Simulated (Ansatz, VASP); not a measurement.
**One calculation of Mg, two programs**

Contents of INCAR:

```
SYSTEM = Mg
PREC = Accurate
ENCUT = 520
EDIFF = 1E-8
ISMEAR = -1
SIGMA = 0.05
LREAL = .FALSE.
LASPH = .TRUE.
NELM = 60
ALGO = Normal
ISIF = 2
LWAVE = .FALSE.
LCHARG = .FALSE.
LEFG = .TRUE.
NBANDS = 9
```

The input KPOINTS:

```
regular mesh
0
G
  12 12 7
  0 0 0
```

POSCAR

```
Mg
1.0
    3.1658976813      0.0000000000      0.0000000000
   -1.5829488406      2.7417478178      0.0000000000
    0.0000000000      0.0000000000      5.1399115029
Mg
2
Direct
    0.3333333333      0.6666666667      0.2500000000
    0.6666666667      0.3333333333      0.7500000000
```

Input for Ansatz:

```yaml
crystal:
  lattice:
    - [3.1658976813, 0.0, 0.0]
    - [-1.5829488406, 2.7417478178, 0.0]
    - [0.0, 0.0, 5.1399115029]
  atoms:
    - { symbol: Mg, position: [0.3333333333, 0.6666666667, 0.25] }
    - { symbol: Mg, position: [0.6666666667, 0.3333333333, 0.75] }
kpoints:
  mp_grid: { grid: [12, 12, 7] }
scf:
  occupations: { method: fermi_dirac, width: 0.05 }
hamiltonian:
  xc: lda
  pseudopotentials: { kind: all_electron, datasets: crystal }
output:
  forces: true
  stress: true
  eigenvalues: true
  efg: { contact_densities: true }
```

Change from the starting cell: volume scaled by 0.96, crystal datasets.

Alike in both runs: task electric field gradients; functional LDA; k mesh 12 × 12 × 7; occupations fermi-dirac, width 0.05 eV; no spin polarisation.

|  | VASP | Ansatz |
| --- | --- | --- |
| version | VASP 6.6.1 | Ansatz 0.2.0 |
| potentials or method | VASP PAW LDA potentials, release 64 (Mg) | all-electron PAW with datasets made for the crystal, scalar-relativistic |
| plane-wave cutoff (eV) | 520 | see its input |

Ansatz gave:

```
pressure (GPa)                                                 : -1.2
largest component of the traceless stress (GPa)                : 0.62
Vzz of the field gradient on the site that differs most (V/Å²) : 1.4
```

Problem. What did VASP give for the same quantities?

Solution. Pressure (GPa): -1.5; largest component of the traceless stress (GPa): 0.62; Vzz of the field gradient on the site that differs most (V/Å²): 1.3.

Ansatz ran all-electron here, so the differences hold the error of VASP's frozen core and of both bases.
